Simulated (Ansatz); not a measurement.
# BaTiO3 (P1) in Ansatz: a series of runs

One crystal, BaTiO3, is run at these levels: PBE+D3(BJ), PBE, PBEsol+U, r2SCAN+D3(BJ); tasks: relaxation of cell and atoms, single point.

Everything below comes from runs of Ansatz 0.2.0. Logs are shortened: lines on timing, memory, paths and dates and some standing lists are left out, and cuts for length are marked.

## (1) The crystal as given

The typed cell holds 5 atoms: a = 4.004 Å, b = 4.004 Å, c = 4.004 Å, α = 89.85°, β = 89.85°, γ = 89.85°.

## (2) Relaxation of cell and atoms, PBE+D3(BJ)

input.yaml reads:

```yaml
crystal:
  lattice:
    - [2.82766816, 1.63255497, 2.31773161]
    - [-2.82766816, 1.63255497, 2.31773161]
    - [0.0, -3.26510994, 2.31773161]
  atoms:
    - { symbol: Ba, position: [0.03347316, 0.98846853, 0.00183776] }
    - { symbol: Ti, position: [0.50610326, 0.52748478, 0.53723216] }
    - { symbol: O, position: [0.48624715, 0.49714708, 0.97115146] }
    - { symbol: O, position: [0.47408987, 0.98641501, 0.47201237] }
    - { symbol: O, position: [0.97878656, 0.47918459, 0.49646624] }
hamiltonian:
  xc: pbe
  pseudopotentials: { kind: paw }
  dispersion: d3bj
kpoints:
  mp_grid: { grid: [7, 7, 7] }
scf:
  occupations: { method: fermi_dirac, width: 0.05 }
output:
  forces: true
  stress: true
  eigenvalues: true
  write_density: true
  write_potential: true
  elf: true
  volumetric_format: npy
relax:
  f_tol: 0.01
  max_steps: 40
  cell: { stress_tol: 0.05 }
```

Potentials or basis: Ansatz PAW.

Launch:

```
$ ansatz run input.yaml --threads 2 --pin off --max-ram 5632MiB --backend cpu --events-out ev --progress --plain --runs-dir out
```

The program printed:

```text
Warning: RAYON_NUM_THREADS=2 ignored (pool sized by the plan → 2); use --threads N
Engine: ansatz 0.2.0, aarch64-unknown-linux-gnu
Pseudopotentials: kind: paw
Pseudopotential: Ba, paw, valence charge 10, recommended cutoff 420 eV (normal), Ba.paw.azcp
Pseudopotential: Ti, paw, valence charge 12, recommended cutoff 420 eV (normal), Ti.paw.azcp
Pseudopotential: O, paw, valence charge 6, recommended cutoff 420 eV (normal), O.paw.azcp
Functional definition: PBE
  parameter kappa = 0.804
  parameter beta = 0.06672455060314922
  exchange = pbe_x(kappa = kappa, mu = beta*pi^2/3)
  correlation = pbe_c(beta = beta)
Crystal: 5 atoms, lattice volume = 64.196 Å³
Basis set: ecut = 420 eV, 1237 PW (Γ), exchange–correlation on 54×54×54 points (8 copies of the dense FFT grid, shifted against one another)
Bands: 25, of which v1, the nominal top of the filled ones, is band 20 counted from 1 (19 counted from 0)
Symmetry: 1 space group operations
Space group: P1 (ITA 1), of the structure as read, at distance tolerance 4.0e-5 Å
k-points: 172 of 343 (time reversal used)
Non-local potential: Ba, projectors of the file, l = 0: 3, l = 1: 2, l = 2: 2, l = 3: 2
Non-local potential: Ti, projectors of the file, l = 0: 3, l = 1: 2, l = 2: 3, l = 3: 1
Non-local potential: O, projectors of the file, l = 0: 2, l = 1: 2, l = 2: 1
PAW form: soft (Blöchl's): semilocal exchange-correlation on the pseudo side does not see the compensation charge
PAW one-centre angular grid: Ba, 194 points (default); XC on 64 Gauss nodes
PAW one-centre angular grid: Ti, 590 points (default); XC on 64 Gauss nodes
PAW one-centre angular grid: O, 110 points (default); XC on 64 Gauss nodes
Initial density: superposition of atomic densities (neutral atoms: chi_scale 0, normalization atom), corrected by the library's trained network
Initial wavefunctions: pseudopotential atomic-orbital guess
Functional: x = pbe(κ = 0.804, μ = 0.2195149727645171), c = pbe(β = 0.06672455060314922)
SCF iter   1: F=—  HF=-10160.676489 eV  |F-HF|=—  |Δ(HF+E_count)|=         —  Δρ=1.36e-3  dr2=4.87e-4  ethr=1.77e-3  ⟨swp⟩=6.0  Hψ=21497  notcnv=0
preconditioner: auto → Resta (q_TF=auto, 2.521 Å⁻¹)  ε∞=5.5  [insulator: Δε(μ)=2.773 eV  Ē_g=12.384 eV  σ=0.050 eV  W_gap=1.00  n_scr=18 (ndim 8)  ℏωp=26.2 eV  f_vac=0.000  D(μ)=0.00/eV (n_scr^D=0)  ε∞_Penn≈5.5]
SCF iter   2: F=—  HF=-10160.677014 eV  |F-HF|=—  |Δ(HF+E_count)|=   5.25e-4  Δρ=7.17e-4  dr2=1.32e-4  ethr=1.22e-6  ⟨swp⟩=2.0  Hψ=9111  notcnv=0
SCF iter   3: F=—  HF=-10160.677266 eV  |F-HF|=—  |Δ(HF+E_count)|=   2.52e-4  Δρ=1.55e-4  dr2=1.32e-5  ethr=3.29e-7  ⟨swp⟩=2.0  Hψ=6180  notcnv=0
SCF iter   4: F=—  HF=-10160.677091 eV  |F-HF|=—  |Δ(HF+E_count)|=   1.75e-4  Δρ=4.86e-5  dr2=1.69e-6  ethr=3.31e-8  ⟨swp⟩=2.0  Hψ=7570  notcnv=0
SCF iter   5: F=—  HF=-10160.677091 eV  |F-HF|=—  |Δ(HF+E_count)|=   2.60e-7  Δρ=1.23e-5  dr2=1.04e-7  ethr=4.22e-9  ⟨swp⟩=2.7  Hψ=7751  notcnv=0
SCF iter   6: F=-10160.677091 eV  HF=-10160.677091 eV  |F-HF|=1.55e-9  |Δ(HF+E_count)|=   3.52e-8  Δρ=3.31e-6  dr2=6.00e-9  ethr=2.50e-10  ⟨swp⟩=11.6  Hψ=33171  notcnv=0
SCF 1 converged in 6 iterations: F = -10160.677091 eV  dr2 = 6.00e-9
relax step   1: F+E_penalty+E_count = -10160.67709127 eV  Δ(F+E_penalty+E_count) = +0.000e0 eV  max|allowed force component| = 1.464e0 eV/Å  Δτ_max = 0.0000 Å  P = +6.066 GPa  Ω = 64.196 Å³  (6 SCF iters, dr2 threshold 1.00e-7 eV, accepted)
Crystal: 5 atoms, lattice volume = 65.903 Å³
Basis set: ecut = 420 eV, 1315 PW (Γ), exchange–correlation on 54×54×54 points (8 copies of the dense FFT grid, shifted against one another)
Initial density: handed on by an earlier stage of this run
Initial wavefunctions: those handed on with the density
iter 1 solved again at ethr=5.64e-4 eV; its pass at ethr=3.10e-3 eV (dr2=2.26e-1 eV) is discarded
SCF iter   1: F=—  HF=-10160.922364 eV  |F-HF|=—  |Δ(HF+E_count)|=         —  Δρ=1.52e-2  dr2=2.28e-1  ethr=5.64e-4  ⟨swp⟩=1.0  Hψ=23747  notcnv=0
preconditioner: auto → Resta (q_TF=auto, 2.510 Å⁻¹)  ε∞=5.5  [insulator: Δε(μ)=2.635 eV  Ē_g=12.237 eV  σ=0.050 eV  W_gap=1.00  n_scr=18 (ndim 8)  ℏωp=25.9 eV  f_vac=0.000  D(μ)=0.00/eV (n_scr^D=0)  ε∞_Penn≈5.5]
SCF iter   2: F=—  HF=-10160.868700 eV  |F-HF|=—  |Δ(HF+E_count)|=   5.37e-2  Δρ=7.67e-3  dr2=6.84e-2  ethr=5.64e-4  ⟨swp⟩=3.0  Hψ=7224  notcnv=0
SCF iter   3: F=—  HF=-10160.846589 eV  |F-HF|=—  |Δ(HF+E_count)|=   2.21e-2  Δρ=1.70e-3  dr2=2.17e-3  ethr=1.71e-4  ⟨swp⟩=2.1  Hψ=7254  notcnv=0
SCF iter   4: F=—  HF=-10160.846362 eV  |F-HF|=—  |Δ(HF+E_count)|=   2.27e-4  Δρ=5.48e-4  dr2=1.61e-4  ethr=5.42e-6  ⟨swp⟩=2.0  Hψ=7711  notcnv=0
SCF iter   5: F=—  HF=-10160.846089 eV  |F-HF|=—  |Δ(HF+E_count)|=   2.73e-4  Δρ=1.39e-4  dr2=7.84e-6  ethr=4.02e-7  ⟨swp⟩=2.2  Hψ=6633  notcnv=0
[... 66 lines left out ...]
basis re-selected at this cell: Δ(F+E_penalty+E_count) = -2.321e-3 eV, ΔP = +0.064 GPa vs the last step (what re-selecting the basis moved, of the pressure what is left beyond the Pulay correction that the steps carried, after the strain that the cell walked since its last selection, with what the two solves' SCF thresholds leave and, on support functions, any second-order correction that the steps lacked; it is no measure of the basis error at this ecutwfc). This SCF's stress stands 7.27e-2 GPa from its target on what of the cell is left free (relax.cell.stress_tol is 5.00e-2 GPa) and its largest allowed force component is 1.02e-3 eV/Å (relax.f_tol is 1.00e-2 eV/Å): not within both, so this SCF does not close the relaxation
Crystal: 5 atoms, lattice volume = 64.870 Å³
iter 1 solved again at ethr=2.06e-8 eV; its pass at ethr=3.10e-3 eV (dr2=8.22e-6 eV) is discarded
SCF iter   1: F=—  HF=-10160.922295 eV  |F-HF|=—  |Δ(HF+E_count)|=         —  Δρ=1.19e-4  dr2=9.01e-6  ethr=2.06e-8  ⟨swp⟩=2.4  Hψ=21802  notcnv=0
preconditioner: auto → Resta (q_TF=auto, 2.517 Å⁻¹)  ε∞=5.7  [insulator: Δε(μ)=2.497 eV  Ē_g=12.094 eV  σ=0.050 eV  W_gap=1.00  n_scr=18 (ndim 8)  ℏωp=26.1 eV  f_vac=0.000  D(μ)=0.00/eV (n_scr^D=0)  ε∞_Penn≈5.7]
SCF iter   2: F=—  HF=-10160.921714 eV  |F-HF|=—  |Δ(HF+E_count)|=   5.82e-4  Δρ=6.83e-5  dr2=3.71e-6  ethr=2.06e-8  ⟨swp⟩=2.0  Hψ=7475  notcnv=0
SCF iter   3: F=—  HF=-10160.921713 eV  |F-HF|=—  |Δ(HF+E_count)|=   6.55e-7  Δρ=1.28e-5  dr2=3.88e-8  ethr=9.27e-9  ⟨swp⟩=2.0  Hψ=7109  notcnv=0
iter 4 did not close the SCF: its close was put off for the readings that it lacked (scf_convergence_deferred on its scf_iter line)
SCF iter   4: F=-10160.921713 eV  HF=-10160.921713 eV  |F-HF|=2.19e-9  |Δ(HF+E_count)|=   1.16e-8  Δρ=4.56e-6  dr2=4.99e-9  ethr=9.69e-11  ⟨swp⟩=2.3  Hψ=7226  notcnv=0
iter 5 did not close the SCF: its close was put off for the readings that it lacked (scf_convergence_deferred on its scf_iter line)
SCF iter   5: F=-10160.921713 eV  HF=-10160.921713 eV  |F-HF|=1.16e-10  |Δ(HF+E_count)|=   2.95e-9  Δρ=8.96e-7  dr2=3.87e-10  ethr=1.25e-11  ⟨swp⟩=2.9  Hψ=8376  notcnv=0
SCF iter   6: F=-10160.921713 eV  HF=-10160.921713 eV  |F-HF|=0.00e0  |Δ(HF+E_count)|=  4.55e-11  Δρ=1.92e-7  dr2=1.86e-11  ethr=1.00e-12  ⟨swp⟩=5.2  Hψ=23483  notcnv=0
SCF 8 converged in 6 iterations: F = -10160.921713 eV  dr2 = 1.86e-11
relax step   8: F+E_penalty+E_count = -10160.92171293 eV  Δ(F+E_penalty+E_count) = +1.240e-4 eV  max|allowed force component| = 7.740e-4 eV/Å  Δτ_max = 0.0006 Å  P = -0.004 GPa  Ω = 64.870 Å³  energy of the carried Pulay correction = -1.322e-4 eV  (6 SCF iters, accepted)
iter 1 solved again at ethr=1.95e-8 eV; its pass at ethr=3.10e-3 eV (dr2=7.81e-6 eV) is discarded
SCF iter   1: F=—  HF=-10160.922420 eV  |F-HF|=—  |Δ(HF+E_count)|=         —  Δρ=2.38e-5  dr2=2.09e-7  ethr=1.95e-8  ⟨swp⟩=3.5  Hψ=34724  notcnv=0
preconditioner: auto → Resta (q_TF=auto, 2.517 Å⁻¹)  ε∞=5.6  [insulator: Δε(μ)=2.499 eV  Ē_g=12.096 eV  σ=0.050 eV  W_gap=1.00  n_scr=18 (ndim 8)  ℏωp=26.1 eV  f_vac=0.000  D(μ)=0.00/eV (n_scr^D=0)  ε∞_Penn≈5.6]
SCF iter   2: F=—  HF=-10160.921838 eV  |F-HF|=—  |Δ(HF+E_count)|=   5.82e-4  Δρ=1.06e-5  dr2=4.07e-8  ethr=5.24e-10  ⟨swp⟩=2.9  Hψ=8666  notcnv=0
SCF iter   3: F=—  HF=-10160.921838 eV  |F-HF|=—  |Δ(HF+E_count)|=   2.71e-9  Δρ=7.07e-6  dr2=1.75e-8  ethr=1.02e-10  ⟨swp⟩=1.2  Hψ=4339  notcnv=0
SCF iter   4: F=—  HF=-10160.921838 eV  |F-HF|=—  |Δ(HF+E_count)|=   2.99e-9  Δρ=3.28e-6  dr2=4.25e-9  ethr=4.37e-11  ⟨swp⟩=1.3  Hψ=4358  notcnv=0
SCF iter   5: F=—  HF=-10160.921838 eV  |F-HF|=—  |Δ(HF+E_count)|=  4.98e-10  Δρ=1.57e-6  dr2=9.91e-10  ethr=1.06e-11  ⟨swp⟩=1.4  Hψ=4367  notcnv=0
SCF iter   6: F=—  HF=-10160.921838 eV  |F-HF|=—  |Δ(HF+E_count)|=  8.55e-11  Δρ=1.04e-6  dr2=4.21e-10  ethr=2.48e-12  ⟨swp⟩=1.2  Hψ=4360  notcnv=0
SCF iter   7: F=-10160.921838 eV  HF=-10160.921838 eV  |F-HF|=2.18e-11  |Δ(HF+E_count)|=  5.82e-11  Δρ=3.59e-7  dr2=4.86e-11  ethr=1.00e-12  ⟨swp⟩=5.4  Hψ=22236  notcnv=0
SCF 9 converged in 7 iterations: F = -10160.921838 eV  dr2 = 4.86e-11
relax step   9: F+E_penalty+E_count = -10160.92183812 eV  Δ(F+E_penalty+E_count) = -1.252e-4 eV  max|allowed force component| = 7.669e-4 eV/Å  Δτ_max = 0.0000 Å  P = -0.003 GPa  Ω = 64.870 Å³  stress off target by 4.97e-3 GPa  SCF on the basis re-selected at this cell (its energy is not comparable with the rows above)  (7 SCF iters)
basis re-selected at this cell: Δ(F+E_penalty+E_count) = -1.252e-4 eV, ΔP = +0.002 GPa vs the last step (what re-selecting the basis moved, of the pressure what is left beyond the Pulay correction that the steps carried, after the strain that the cell walked since its last selection, with what the two solves' SCF thresholds leave and, on support functions, any second-order correction that the steps lacked; it is no measure of the basis error at this ecutwfc). This SCF's stress stands 4.97e-3 GPa from its target on what of the cell is left free (relax.cell.stress_tol is 5.00e-2 GPa) and its largest allowed force component is 7.67e-4 eV/Å (relax.f_tol is 1.00e-2 eV/Å): within both
SCF converged after 7 iterations
Free energy (F): -10160.921838 eV
Harris-Foulkes:  -10160.921838 eV  (|F-HF|=2.18e-11)
Internal energy: -10160.921838 eV  (E = F + TS)
E sigma→0 (E₀):  -10160.921838 eV
Fermi energy:    11.313499 eV
--- Per-component energies (eV) ---
  E_band       = -145.640990
  E_kinetic    = 970.911651
  E_local      = -2131.719955  (includes V_loc(G=0)·N_el)
  E_nonlocal   = 203.906877
  E_hartree    = 833.513974
  E_xc         = -491.569150
  E_vxc        = -546.256106  (∫ρ·V_xc dr)
  E_paw        = -6744.904933  (= ΣΔE_a)
  E_vpaw       = -309.518600  (= ΣTr[D̂ρ^β])
  E_aug_tail   = 0.007275  (compensation charges beyond the density's cutoff)
  E_ewald      = -2799.757798
  E_disp       = -1.309779  (pairwise vdW)
  E_smearing   = -0.000000  (= −TS)
  E_closure    = 0.000000  (closes the sum)
  Σ components = -10160.921838   (vs F -10160.921838, Δ=0.00e0)
--- Forces (eV/Å), atoms counted from 1 ---
  atom   1  Ba     0.00003121    -0.00001117    -0.00068995
  atom   2  Ti     0.00004497    -0.00000092     0.00076650
  atom   3  O     -0.00002198     0.00068959    -0.00004493
  atom   4  O      0.00055139    -0.00033760    -0.00004359
  atom   5  O     -0.00060558    -0.00033990     0.00001014
  max |Σ_I F_I| component: 1.84e-6 eV/Å
--- Stress (GPa, compression-positive) ---
       -0.004803       0.000154       0.000492
        0.000154      -0.004811       0.000220
        0.000492       0.000220       0.001782
  P = ⅓ Tr σ = -0.0026 GPa (-0.026 kbar)
--- Band table (eV; the first three rows and the last of 172) ---
  k-point 0: bands = ["-46.1465", "-22.4113", "-22.4112", "-22.4073", "-14.5623", "-6.6666", "-6.0025", "-6.0023", "0.2520", "0.2521", "0.2522", "7.9049", "7.9050", "7.9056", "8.7678", "8.7679", "9.0196", "9.5680", "9.7009", "9.7009", "12.5251", "12.5256", "12.6871", "14.5890", "14.5891"]
  k-point 1: bands = ["-46.1464", "-22.4197", "-22.4108", "-22.4078", "-14.5413", "-6.6773", "-5.9964", "-5.9887", "0.2803", "0.2817", "0.3263", "7.5679", "7.8502", "7.8611", "8.5716", "8.5879", "8.8935", "9.2534", "9.6140", "9.6535", "12.5576", "12.8181", "12.8196", "14.5864", "15.0634"]
  k-point 2: bands = ["-46.1460", "-22.4406", "-22.4100", "-22.4072", "-14.4933", "-6.7605", "-5.9827", "-5.8872", "0.3456", "0.3503", "0.4908", "6.8660", "7.6725", "7.6917", "8.2793", "8.2940", "8.6144", "8.7885", "9.3769", "9.4349", "12.6256", "13.3233", "13.4296", "14.5772", "15.7754"]
  k-point 171: bands = ["-46.1454", "-22.4561", "-22.4180", "-22.4154", "-14.4263", "-6.6895", "-5.9418", "-5.8239", "0.2312", "0.3875", "0.5661", "6.2688", "7.0696", "7.4556", "7.5820", "7.8318", "8.5423", "8.9895", "9.1566", "9.2159", "13.1092", "13.8166", "13.9141", "15.2588", "16.5680"]
--- Relaxed structure (7 steps of the walk, 7 accepted, 2 SCFs on fresh bases) ---
  F+E_penalty+E_count = -10160.92183812 eV   max|allowed force component| = 7.669e-4 eV/Å   (the final SCF, on the basis selected at the relaxed cell)
  cell:  # Å, volume = 64.8700 Å³
    - [2.836483269430316, 1.6376489961391916, 2.3273057572160387]
    - [-2.836642794251445, 1.6377251938320194, 2.3274467081069425]
    - [-1.3773273001070289e-5, -3.2753966166787394, 2.3273920295003823]
  atoms:
    - { symbol: Ba, position: [0.002754630136248326, 1.0027725642185954, 0.002764561316491998] }
    - { symbol: Ti, position: [0.515288059095968, 0.515323858209122, 0.5153090790766202] }
    - { symbol: O, position: [0.4894117619849445, 0.48940383124530873, 0.9818139937428442] }
    - { symbol: O, position: [0.48941550889564983, 0.9818018305001253, 0.4894109204516839] }
    - { symbol: O, position: [0.9818300398871903, 0.48939790582684917, 0.48940143541236125] }
```

It took 2.7 min on 2 threads of Arm Neoverse V2, shared host; peak memory 0.62 GiB.

What came out:

* Free energy: -10160.9218 eV
* Relaxed volume: 12.97 Å³/atom
* Relaxed cell: a = 4.018 Å, b = 4.018 Å, c = 4.018 Å, α = 89.81°, β = 89.81°, γ = 89.81°
* Space group after relaxing (to 0.05 Å): R3m (No. 160)
* Energy gained by relaxing: 48.9 meV/atom
* Ionic steps: 9
* Pressure after relaxing: 0.0 GPa
* Band gap on the k mesh: 2.50 eV, indirect (least direct gap 2.82 eV)

The path:
```
step  energy change (eV)  largest force (eV/Å)  volume (Å³)
   1              0.0000                2.1915        64.20
   2             -0.1690                0.9829        65.90
   3             -0.2071                0.0287        62.94
   4             -0.2408                0.0601        64.92
   5             -0.2423                0.0144        64.86
   6             -0.2424                0.0011        64.83
   7             -0.2447                0.0011        64.83
   8             -0.2446                0.0008        64.87
   9             -0.2447                0.0008        64.87
```

Final structure:
```yaml
crystal:
  lattice:
    - [2.83648, 1.63765, 2.32731]
    - [-2.83664, 1.63773, 2.32745]
    - [-0.00001, -3.27540, 2.32739]
  atoms:
    - { symbol: Ba, position: [0.00275, 0.00277, 0.00276] }
    - { symbol: Ti, position: [0.51529, 0.51532, 0.51531] }
    - { symbol: O, position: [0.48941, 0.48940, 0.98181] }
    - { symbol: O, position: [0.48942, 0.98180, 0.48941] }
    - { symbol: O, position: [0.98183, 0.48940, 0.48940] }
```

Caveat: odd divisions of the mesh miss points on the zone boundary, where band edges often lie, so the gap on the mesh can be too wide; the plane-wave basis is chosen anew once the cell has moved, so the energies of steps on either side of that aren't comparable; the pressure holds a Pulay correction of +0.5 GPa for the finite cutoff; spin-orbit coupling is left out, which moves the levels of the heavy elements.

## (3) Single point, PBE

Edit input.yaml of step 2 so:

```diff
@@ -14,3 +14,2 @@
   pseudopotentials: { kind: paw }
-  dispersion: d3bj
 kpoints:
@@ -19,2 +18,4 @@
   occupations: { method: fermi_dirac, width: 0.05 }
+basis:
+  ecutwfc: "300 eV"
 output:
@@ -23,9 +24 @@
   eigenvalues: true
-  write_density: true
-  write_potential: true
-  elf: true
-  volumetric_format: npy
-relax:
-  f_tol: 0.01
-  max_steps: 40
-  cell: { stress_tol: 0.05 }
```

Potentials or basis: Ansatz PAW.

Launch:

```
$ ansatz run input.yaml --threads 2 --pin off --max-ram 5632MiB --backend cpu --events-out ev --progress --plain --runs-dir out
```

It took 6.7 s on 2 threads of Arm Neoverse V2, shared host; peak memory 0.46 GiB.

It converged, with:

- Free energy: -10157.8490 eV
- Pressure: 8.9 GPa
- Largest force: 2.063 eV/Å
- Band gap on the k mesh: 2.75 eV, indirect (least direct gap 3.29 eV)

Forces on the atoms (eV/Å):
```
Ba  -1.154 -0.348 -0.160
Ti   0.872  1.513 -1.100
O    0.090 -1.045  0.740
O    0.422 -0.315  0.415
O   -0.230  0.196  0.104
```

Stress tensor (GPa, compression positive):
```
 6.44  0.22 -0.25
 0.22 10.90 -4.64
-0.25 -4.64  9.22
```

Levels at points of the mesh, in eV from the valence-band top:
```tsv
k point	band 18	band 19	band 20	band 21	band 22	band 23
(0.00, 0.00, 0.00)	-0.72	-0.61	-0.55	2.75	3.00	3.34
```

Caveat: odd divisions of the mesh miss points on the zone boundary, where band edges often lie, so the gap on the mesh can be too wide; the pressure holds a Pulay correction of +23.2 GPa for the finite cutoff; spin-orbit coupling is left out, which moves the levels of the heavy elements; forces of over 1 eV/Å show positions far from the minimum, so gaps and moduli don't describe the material at rest; the cutoff lies under the one recommended for these potentials. Expect the measured gap to be larger: semilocal functionals such as PBE lack the derivative discontinuity.

(Part 1 of 2 ends here.)
